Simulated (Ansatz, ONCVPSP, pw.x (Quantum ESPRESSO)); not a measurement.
# What a changed setting does to a pw.x run (fcc P)

Potential: optimised norm-conserving Vanderbilt (ONCV), ONCVPSP 4.0.1, PBE; core [Ne], reference 3s2 3p3; waves: 3s: rc 1.40 bohr, ncon 4, nbas 9, qcut 4.9 1/bohr, 2 projectors, debl 3.7 Ha; 3p: rc 1.70 bohr, ncon 4, nbas 9, qcut 5.8 1/bohr, 2 projectors, debl 1.1 Ha; d scattering state at 0.18 Ha: rc 1.50 bohr, ncon 5, nbas 8, qcut 7.5 1/bohr, 2 projectors, debl 1.1 Ha; local part: polynomial inside 1.00 bohr (lpopt 5, dvloc0 6 Ha); core correction: Teter function, fcfact 4.5, rcfact 1.6.

The reference run (k-mesh 14³, cutoffs 50/200 Ry, Fermi–Dirac 0.01 Ry, mixing_beta 0.4, conv_thr 1e-9, no spin) gives -1.62 GPa at 14.767 Å³/atom, where all-electron LAPW gives -1.13 GPa. This run, with its own iteration cap, changes degauss to 0.005.

```
&control
  calculation='scf', prefix='x', pseudo_dir='./', outdir='./tmp', tstress=.true., disk_io='none'
/
&system
  ibrav=0, nat=1, ntyp=1, ecutwfc=50, ecutrho=200, nbnd=9,
  occupations='smearing', smearing='fd', degauss=0.005
/
&electrons
  conv_thr=1e-09, mixing_beta=0.4, electron_maxstep=60
/
ATOMIC_SPECIES
P 1.0 P.UPF
CELL_PARAMETERS angstrom
  0.00000000 1.94724573 1.94724573
  1.94724573 0.00000000 1.94724573
  1.94724573 1.94724573 0.00000000
ATOMIC_POSITIONS crystal
P 0.0000 0.0000 0.0000
K_POINTS automatic
14 14 14 0 0 0
```

```bash
pw.x < P.scf.in > P.scf.out
```

Task: How does the run end?

Result: It converges in 6 iterations; the free energy moves by +16.4 meV/atom and the pressure by -0.04 GPa. In a metal, with Fermi–Dirac smearing, F lies below its zero-width value by a term in the square of the width.

```
Message from routine setup:
     using ibrav=0 with symmetry is DISCOURAGED, use correct ibrav instead
     lattice parameter (alat)  =       5.2040  a.u.
     unit-cell volume          =      99.6527 (a.u.)^3
     number of electrons       =         5.00
     number of Kohn-Sham states=            9
     kinetic-energy cutoff     =      50.0000  Ry
     charge density cutoff     =     200.0000  Ry
     scf convergence threshold =      1.0E-09
     Exchange-correlation= PBE
     number of k points=   104  Fermi-Dirac smearing, width (Ry)=  0.0050
     iteration #  1     ecut=    50.00 Ry     beta= 0.40
     total energy              =     -14.84809558 Ry
     estimated scf accuracy    <       0.00198410 Ry
     iteration #  2     ecut=    50.00 Ry     beta= 0.40
     total energy              =     -14.84793140 Ry
     estimated scf accuracy    <       0.00052807 Ry
     iteration #  3     ecut=    50.00 Ry     beta= 0.40
     total energy              =     -14.84798268 Ry
     estimated scf accuracy    <       0.00000449 Ry
     iteration #  4     ecut=    50.00 Ry     beta= 0.40
     total energy              =     -14.84798433 Ry
     estimated scf accuracy    <       0.00000006 Ry
     iteration #  5     ecut=    50.00 Ry     beta= 0.40
     total energy              =     -14.84798437 Ry
     estimated scf accuracy    <          4.5E-09 Ry
     iteration #  6     ecut=    50.00 Ry     beta= 0.40
     the Fermi energy is    10.9228 ev
!    total energy              =     -14.84798437 Ry
     estimated scf accuracy    <          4.4E-12 Ry
     smearing contrib. (-TS)   =      -0.00097845 Ry
     The total energy is F=E-TS. E is the sum of the following terms:
     one-electron contribution =       5.87141640 Ry
     hartree contribution      =       0.22860428 Ry
     xc contribution           =      -5.37243516 Ry
     ewald contribution        =     -15.57459144 Ry
     convergence has been achieved in   6 iterations
          total   stress  (Ry/bohr**3)                   (kbar)     P=      -16.58
     Message from routine punch:
     Nothing written, as per user request (disk_io='none')
```

The run took about 5.4 s on one core of a shared server CPU.
